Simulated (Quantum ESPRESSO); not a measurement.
# TaN (P6/mmm) in Quantum ESPRESSO: reference runs

Reference runs on TaN: the cell as given and a disturbed copy.

Program: Quantum ESPRESSO 7.5. These are calculated values, not measurements. Logs are shortened: lines on timing, memory, paths and dates and some standing lists are left out, and cuts for length are marked.

## Step 1: Starting point

It takes space group P6/mmm (No. 191, hexagonal). The conventional cell has a = 5.191 Å, b = 5.191 Å, c = 2.908 Å, α = 90.00°, β = 90.00°, γ = 120.00°. Ta (site symmetry -6m2) is surrounded by 6 N at 2.09 Å. Around Ta (site symmetry 6/mmm) lie 6 N at 2.60 Å and 2 Ta at 2.91 Å. Around N (site symmetry mmm) lie 4 Ta at 2.09 Å.

## Step 2: Single point, PBE

Contents of pw.in:

```
&CONTROL
  calculation = 'scf'
  prefix = 'pwscf'
  outdir = './tmp'
  pseudo_dir = './pseudo'
  tprnfor = .true.
  tstress = .true.
  disk_io = 'low'
/
&SYSTEM
  ibrav = 0
  celldm(1) = 8
  nat = 6
  ntyp = 2
  ecutwfc = 60
  ecutrho = 480
  nbnd = 37
  occupations = 'smearing'
  smearing = 'fd'
  degauss = 0.00367493
/
&ELECTRONS
  conv_thr = 1.2d-09
  electron_maxstep = 120
  mixing_beta = 0.5
/
ATOMIC_SPECIES
Ta   180.9479 Ta_pbe_v1.uspp.F.UPF
N     14.0070 N.pbe-n-radius_5.UPF
CELL_PARAMETERS alat
  1.2261960391165   0.0000000000000   0.0000000000000
 -0.6130980195583   1.0619169198842   0.0000000000000
  0.0000000000000   0.0000000000000   0.6869154463015
ATOMIC_POSITIONS crystal
Ta     0.6666666667    0.3333333333    0.5000000000
Ta     0.3333333333    0.6666666667    0.5000000000
Ta     0.0000000000    0.0000000000    0.0000000000
N      0.0000000000    0.5000000000    0.0000000000
N      0.5000000000    0.5000000000    0.0000000000
N      0.5000000000    0.0000000000    0.0000000000
K_POINTS automatic
6 6 9 0 0 0
```

Contents of pp_density.in:

```
&INPUTPP
  prefix = 'pwscf'
  outdir = './tmp'
  filplot = 'density.dat'
  plot_num = 0
/
&PLOT
  nfile = 1
  filepp(1) = 'density.dat'
  iflag = 3
  output_format = 6
  fileout = 'density.cube'
/
```

Contents of pp_potential.in:

```
&INPUTPP
  prefix = 'pwscf'
  outdir = './tmp'
  filplot = 'potential.dat'
  plot_num = 11
/
&PLOT
  nfile = 1
  filepp(1) = 'potential.dat'
  iflag = 3
  output_format = 6
  fileout = 'potential.cube'
/
```

Potentials or basis: SSSP 1.3 efficiency PBE.

The run is started by

```sh
$ OMP_NUM_THREADS=1 pw.x -in pw.in > pw.out
$ OMP_NUM_THREADS=1 pp.x -in pp_density.in > pp_density.out
$ OMP_NUM_THREADS=1 pp.x -in pp_potential.in > pp_potential.out
```

pw.out:

```text
This program is part of the open-source Quantum ESPRESSO suite
     for quantum simulation of materials; please cite
[... 9 lines left out ...]
     --------------------
     sticks:   dense  smooth     PW     G-vecs:    dense   smooth      PW
     Sum        3205    1585    475                81351    28803    4593

     Using Slab Decomposition

     bravais-lattice index     =            0
     lattice parameter (alat)  =       8.0000  a.u.
     unit-cell volume          =     457.9559 (a.u.)^3
     number of atoms/cell      =            6
     number of atomic types    =            2
     number of electrons       =        54.00
     number of Kohn-Sham states=           37
     kinetic-energy cutoff     =      60.0000  Ry
     charge density cutoff     =     480.0000  Ry
     scf convergence threshold =      1.2E-09
     mixing beta               =       0.5000
     number of iterations used =            8  plain     mixing
     Exchange-correlation= PBE
                           (   1   4   3   4   0   0   0)

     celldm(1)=   8.000000  celldm(2)=   0.000000  celldm(3)=   0.000000
     celldm(4)=   0.000000  celldm(5)=   0.000000  celldm(6)=   0.000000

     crystal axes: (cart. coord. in units of alat)
               a(1) = (   1.226196   0.000000   0.000000 )
               a(2) = (  -0.613098   1.061917   0.000000 )
               a(3) = (   0.000000   0.000000   0.686915 )

     reciprocal axes: (cart. coord. in units 2 pi/alat)
               b(1) = (  0.815530  0.470847 -0.000000 )
               b(2) = (  0.000000  0.941693  0.000000 )
               b(3) = (  0.000000 -0.000000  1.455783 )

     PseudoPot. # 1 for Ta read from file:
     Ta_pbe_v1.uspp.F.UPF
     Pseudo is Ultrasoft + core correction, Zval = 13.0
     Generated by new atomic code, or converted to UPF format
     Using radial grid of  921 points,  7 beta functions with:
                l(1) =   0
                l(2) =   0
                l(3) =   1
                l(4) =   1
                l(5) =   2
                l(6) =   2
                l(7) =   3
     Q(r) pseudized with  6 coefficients,  rinner =    1.300   1.300   1.300
                                                       1.300   1.300   1.300
                                                       1.300

     PseudoPot. # 2 for N  read from file:
     N.pbe-n-radius_5.UPF
     Pseudo is Ultrasoft + core correction, Zval =  5.0
     Generated using "atomic" code by A. Dal Corso  v.5.1
     Using radial grid of 1085 points,  4 beta functions with:
                l(1) =   0
                l(2) =   0
                l(3) =   1
                l(4) =   1
     Q(r) pseudized with 0 coefficients

     atomic species   valence    mass     pseudopotential
     Ta               13.00   180.94790     Ta( 1.00)
     N                 5.00    14.00700     N ( 1.00)

     24 Sym. Ops., with inversion, found

   Cartesian axes

     site n.     atom                  positions (alat units)
         1        Ta     tau(   1) = (   0.6130980   0.3539723   0.3434577  )
         2        Ta     tau(   2) = (  -0.0000000   0.7079446   0.3434577  )
         3        Ta     tau(   3) = (   0.0000000   0.0000000   0.0000000  )
         4        N      tau(   4) = (  -0.3065490   0.5309585   0.0000000  )
         5        N      tau(   5) = (   0.3065490   0.5309585   0.0000000  )
         6        N      tau(   6) = (   0.6130980   0.0000000   0.0000000  )

     number of k points=    35  Fermi-Dirac smearing, width (Ry)=  0.0037
                       cart. coord. in units 2pi/alat
        k(    1) = (   0.0000000   0.0000000   0.0000000), wk =   0.0061728
        k(    2) = (   0.0000000   0.0000000   0.1617537), wk =   0.0123457
        k(    3) = (   0.0000000   0.0000000   0.3235074), wk =   0.0123457
        k(    4) = (   0.0000000   0.0000000   0.4852611), wk =   0.0123457
        k(    5) = (   0.0000000   0.0000000   0.6470148), wk =   0.0123457
        k(    6) = (   0.0000000   0.1569489   0.0000000), wk =   0.0370370
[... 27 lines left out ...]
        k(   34) = (   0.2718434   0.4708466   0.4852611), wk =   0.0246914
        k(   35) = (   0.2718434   0.4708466   0.6470148), wk =   0.0246914

     Dense  grid:    81351 G-vectors     FFT dimensions: (  72,  72,  40)

     Smooth grid:    28803 G-vectors     FFT dimensions: (  50,  50,  27)

     Initial potential from superposition of free atoms

     starting charge      53.9966, renormalised to      54.0000

     negative rho (up, down):  2.841E-01 0.000E+00
     Starting wfcs are   51 randomized atomic wfcs

     Self-consistent Calculation

     iteration #  1     ecut=    60.00 Ry     beta= 0.50
     Davidson diagonalization with overlap
     ethr =  1.00E-02,  avg # of iterations =  2.0

     negative rho (up, down):  2.911E-01 0.000E+00

     total energy              =    -485.77432099 Ry
     estimated scf accuracy    <       1.95120393 Ry

     iteration #  2     ecut=    60.00 Ry     beta= 0.50
     Davidson diagonalization with overlap
     ethr =  3.61E-03,  avg # of iterations =  3.9

     negative rho (up, down):  2.941E-01 0.000E+00

     total energy              =    -486.09115538 Ry
     estimated scf accuracy    <       2.07442707 Ry
[... 73 lines left out ...]
     iteration # 11     ecut=    60.00 Ry     beta= 0.50
     Davidson diagonalization with overlap
     ethr =  9.58E-12,  avg # of iterations =  4.2

     negative rho (up, down):  3.009E-01 0.000E+00

     total energy              =    -486.53982936 Ry
     estimated scf accuracy    <          3.1E-09 Ry

     iteration # 12     ecut=    60.00 Ry     beta= 0.50
     Davidson diagonalization with overlap
     ethr =  5.76E-12,  avg # of iterations =  2.0

     negative rho (up, down):  3.009E-01 0.000E+00

     End of self-consistent calculation

          k = 0.0000 0.0000 0.0000 (  3565 PWs)   bands (ev):

   -49.6839 -49.6367 -49.3301 -16.5745 -16.5745 -16.1872 -16.1872 -15.9712
   -15.8566 -15.8566 -15.8351 -15.0612   1.1546   4.3932   4.3932   9.3387
    12.4184  12.4184  13.4178  13.4178  14.0444  16.4151  16.5677  16.5677
    17.0782  17.5546  18.3794  18.3794  20.4510  20.4510  20.8532  21.7853
    21.7853  22.7067  22.8920  22.8920  23.2912

          k = 0.0000 0.0000 0.1618 (  3553 PWs)   bands (ev):

   -49.6784 -49.6314 -49.3257 -16.5563 -16.5563 -16.1683 -16.1683 -16.0880
   -15.9394 -15.8544 -15.8544 -15.1403   1.4327   4.2630   4.2630   9.7887
    12.4246  12.4246  13.3268  13.3268  13.9266  15.9350  15.9350  16.3792
    17.1407  18.0850  18.6505  18.6505  20.4387  20.4387  20.9899  22.0108
    22.0108  22.5818  22.5818  22.8421  23.9743

          k = 0.0000 0.0000 0.3235 (  3595 PWs)   bands (ev):
[... 89 lines left out ...]
   -49.6386 -49.6120 -49.3023 -16.6526 -16.5229 -16.4861 -16.3867 -16.1077
   -16.0094 -15.8660 -15.8642 -15.5415   3.2969   3.5332   3.6085  11.1691
    11.8468  12.3292  12.8546  12.9791  13.4454  14.3140  15.1147  15.9789
    17.6341  17.8247  19.0312  20.2762  21.4449  21.5751  22.2263  22.3743
    22.8603  23.0111  23.3576  23.9820  24.7700

          k = 0.0000 0.3139 0.6470 (  3601 PWs)   bands (ev):

   -49.6283 -49.6018 -49.2940 -16.8411 -16.7006 -16.4414 -16.3537 -16.0846
   -15.9778 -15.8666 -15.8527 -15.6716   3.3678   3.4332   3.8353  10.9902
    11.8380  12.0491  12.5715  13.0119  13.5778  14.9624  15.4584  16.2571
    16.5894  17.0596  19.1254  20.8047  21.1326  22.3046  22.4658  23.0231
    23.3966  23.4246  23.4520  24.9297  25.0167

          k = 0.0000-0.4708 0.0000 (  3620 PWs)   bands (ev):

   -49.6678 -49.6524 -49.3306 -16.6455 -16.4549 -16.2601 -16.0767 -15.9247
   -15.9158 -15.8925 -15.8804 -15.0636   2.1424   2.9480   4.4713  10.8764
    11.5197  13.2187  13.2794  13.3386  13.7295  14.0945  14.9772  16.1968
    16.6680  17.9059  18.9289  20.9661  21.4687  21.4788  21.8877  22.0436
    22.2487  22.6139  23.3401  23.4698  23.8811

          k = 0.0000-0.4708 0.1618 (  3590 PWs)   bands (ev):

   -49.6624 -49.6470 -49.3262 -16.6230 -16.4391 -16.2470 -16.0639 -16.0495
   -15.9885 -15.8936 -15.8887 -15.1409   2.3534   3.0525   4.3375  10.8481
    11.7819  12.7537  13.1984  13.7028  13.9449  14.0189  14.2619  16.1434
    16.7302  18.6419  19.2106  20.6201  20.7772  21.4782  22.1533  22.1903
    22.4429  22.6100  22.9564  23.3812  23.6832

          k = 0.0000-0.4708 0.3235 (  3586 PWs)   bands (ev):

   -49.6486 -49.6333 -49.3150 -16.5646 -16.4008 -16.3436 -16.2524 -16.1880
   -16.0315 -15.8797 -15.8756 -15.3318   2.8812   3.2629   3.9996  10.8341
    12.5441  12.5476  12.5478  13.3849  13.7637  13.7647  14.6150  15.6195
    17.6761  19.0032  19.1961  19.8462  20.6347  21.4725  22.1605  22.3732
    22.6027  22.8143  22.8233  23.9887  24.5893

          k = 0.0000-0.4708 0.4853 (  3598 PWs)   bands (ev):

   -49.6330 -49.6176 -49.3023 -16.6347 -16.5465 -16.4953 -16.3517 -16.1463
   -15.9942 -15.8716 -15.8578 -15.5402   3.4060   3.4725   3.6202  11.0876
    11.6859  12.6903  12.7378  13.3644  13.5650  13.6431  14.9497  15.7907
    17.5755  17.9934  18.7921  20.4710  21.4145  21.5007  22.3985  22.7183
    22.9526  22.9600  23.1303  24.7949  24.9841

          k = 0.0000-0.4708 0.6470 (  3596 PWs)   bands (ev):

   -49.6227 -49.6074 -49.2940 -16.8205 -16.7270 -16.4481 -16.3262 -16.1145
   -15.9697 -15.8677 -15.8471 -15.6701   3.3766   3.4459   3.8544  11.2382
    11.7215  12.2903  12.5965  12.9558  13.3182  14.6528  15.0856  16.1398
    16.6393  17.5883  18.4370  20.7763  20.9143  22.5462  23.0312  23.0973
    23.1765  23.5040  23.9707  25.4267  25.4853

          k = 0.1359 0.2354 0.0000 (  3598 PWs)   bands (ev):

   -49.6758 -49.6445 -49.3304 -16.6142 -16.5365 -16.1837 -16.1157 -15.9479
   -15.9185 -15.8738 -15.8576 -15.0627   1.6211   3.6224   4.4272  10.4378
    11.4445  12.7023  13.3741  13.7197  14.1093  14.8371  15.5979  15.7542
    16.5805  18.1815  19.0960  20.2565  20.8636  20.9396  21.5183  21.7496
    22.5666  22.9827  23.1095  23.1588  23.1642

          k = 0.1359 0.2354 0.1618 (  3597 PWs)   bands (ev):

   -49.6704 -49.6391 -49.3260 -16.5942 -16.5163 -16.1706 -16.1010 -16.0718
   -15.9648 -15.9021 -15.8697 -15.1405   1.8670   3.6445   4.2938  10.6743
    11.4908  12.6330  13.3031  13.7232  14.1768  14.2920  15.2110  15.9528
    16.6515  18.6439  19.1564  20.4793  20.6514  20.9205  21.2673  22.0388
    22.3518  22.8693  23.2166  23.2993  23.4737
[... 91 lines left out ...]
   -49.6253 -49.6253 -49.3023 -16.5936 -16.5936 -16.5066 -16.2521 -16.2521
   -15.9798 -15.8599 -15.8599 -15.5411   3.5065   3.5065   3.5105  11.5180
    11.5180  11.8897  13.2997  13.2997  13.6224  13.9371  14.9791  14.9791
    17.9554  18.0782  18.0782  21.6108  21.6108  21.9352  22.3213  22.5631
    22.5631  22.9567  22.9567  24.7087  24.9115

          k = 0.2718 0.4708 0.6470 (  3591 PWs)   bands (ev):

   -49.6150 -49.6150 -49.2940 -16.7758 -16.7758 -16.4750 -16.2133 -16.2133
   -15.9559 -15.8551 -15.8551 -15.6721   3.2568   3.7190   3.7190  11.6279
    11.6279  12.6541  12.7398  12.7398  13.0581  13.5376  15.7555  15.7555
    17.3128  17.3128  17.8084  22.1242  22.1242  22.2684  22.3424  22.3424
    23.3384  23.3384  23.6180  25.7030  25.9204

     the Fermi energy is    19.4607 ev

!    total energy              =    -486.53982936 Ry
     estimated scf accuracy    <          3.2E-11 Ry
     smearing contrib. (-TS)   =      -0.00039303 Ry
     internal energy E=F+TS    =    -486.53943633 Ry

     The total energy is F=E-TS. E is the sum of the following terms:
     one-electron contribution =     -38.13144198 Ry
     hartree contribution      =      52.44046227 Ry
     xc contribution           =    -143.48988864 Ry
     ewald contribution        =    -357.35856797 Ry

     convergence has been achieved in  12 iterations

     negative rho (up, down):  3.009E-01 0.000E+00

     Forces acting on atoms (cartesian axes, Ry/au):

     atom    1 type  1   force =     0.00000000    0.00000000    0.00000000
     atom    2 type  1   force =    -0.00000000    0.00000000   -0.00000000
     atom    3 type  1   force =     0.00000000   -0.00000000   -0.00000000
     atom    4 type  2   force =    -0.00000000   -0.00000000   -0.00000000
     atom    5 type  2   force =     0.00000000    0.00000000   -0.00000000
     atom    6 type  2   force =     0.00000000   -0.00000000   -0.00000000

     Total force =     0.000000     Total SCF correction =     0.000000

     Computing stress (Cartesian axis) and pressure

     negative rho (up, down):  3.009E-01 0.000E+00
          total   stress  (Ry/bohr**3)                   (kbar)     P=       93.73
   0.00058082   0.00000000   0.00000000           85.44        0.00        0.00
   0.00000000   0.00058082  -0.00000000            0.00       85.44       -0.00
   0.00000000  -0.00000000   0.00074987            0.00       -0.00      110.31

=------------------------------------------------------------------------------=
   JOB DONE.
=------------------------------------------------------------------------------=
```

It took 2.3 min on 1 thread of Arm Neoverse V1, shared host; peak memory 0.62 GiB.

Results:

```
Free energy            : -6619.7116 eV
Pressure               : 9.4 GPa
Band gap on the k mesh : none (metal or under the smearing width)
```

Stress tensor (GPa, compression positive):
```
 8.54  0.00  0.00
 0.00  8.54  0.00
 0.00  0.00 11.03
```

## Step 3: Single point, PBE (atoms moved at random, drawn with an rms of 0.05 Å)

Contents of pw.in:

```
&CONTROL
  calculation = 'scf'
  prefix = 'pwscf'
  outdir = './tmp'
  pseudo_dir = './pseudo'
  tprnfor = .true.
  tstress = .true.
  disk_io = 'nowf'
/
&SYSTEM
  ibrav = 0
  nat = 6
  ntyp = 2
  ecutwfc = 60
  ecutrho = 480
  nbnd = 37
  occupations = 'smearing'
  smearing = 'fd'
  degauss = 0.00367493
/
&ELECTRONS
  conv_thr = 1.2d-09
  electron_maxstep = 120
  mixing_beta = 0.5
/
ATOMIC_SPECIES
Ta   180.9479 Ta_pbe_v1.uspp.F.UPF
N     14.0070 N.pbe-n-radius_5.UPF
CELL_PARAMETERS angstrom
   5.1910000000    0.0000000000    0.0000000000
  -2.5955000000    4.4955378710    0.0000000000
   0.0000000000    0.0000000000    2.9080000000
ATOMIC_POSITIONS crystal
Ta     0.6640640000    0.3336460000    0.5071990000
Ta     0.3282790000    0.6636880000    0.5007030000
Ta     0.0029340000   -0.0030580000   -0.0092570000
N     -0.0028330000    0.4992750000    0.0193210000
N      0.5077660000    0.5120390000    0.0058930000
N      0.4987010000   -0.0037960000    0.0041790000
K_POINTS automatic
6 6 9 0 0 0
```

Potentials or basis: SSSP 1.3 efficiency PBE.

The run is started by

```sh
$ OMP_NUM_THREADS=1 pw.x -in pw.in > pw.out
```

Wall time 11 min (1 thread of Arm Neoverse V1, shared host); peak memory 0.88 GiB.

Results (log left out):

* Free energy: -6619.6713 eV
* Pressure: 9.7 GPa
* Largest force: 0.968 eV/Å
* Band gap on the k mesh: none (metal or under the smearing width)

Forces on the atoms (eV/Å):
```
Ta  -0.032 -0.313  0.195
Ta   0.196  0.228  0.613
Ta  -0.222 -0.308  0.402
N   -0.014 -0.098 -0.963
N    0.486 -0.076 -0.169
N   -0.414  0.567 -0.078
```

Stress tensor (GPa, compression positive):
```
 9.37  0.19 -0.04
 0.19  8.31  0.12
-0.04  0.12 11.27
```

Levels at points of the mesh, in eV from the Fermi level:
```tsv
k point	band 25	band 26	band 27	band 28	band 29	band 30
(0.00, 0.00, 0.00)	-2.42	-1.91	-1.08	-1.05	0.96	1.02
(0.00, -0.50, 0.00)	-2.82	-1.62	-0.52	1.46	1.94	2.11
(0.50, -0.50, 0.00)	-2.82	-1.56	-0.57	1.49	1.89	2.04
(-0.50, 0.00, 0.00)	-2.79	-1.54	-0.57	1.47	1.94	1.99
```

The run has no spin-orbit coupling, so splittings on Ta are missing.
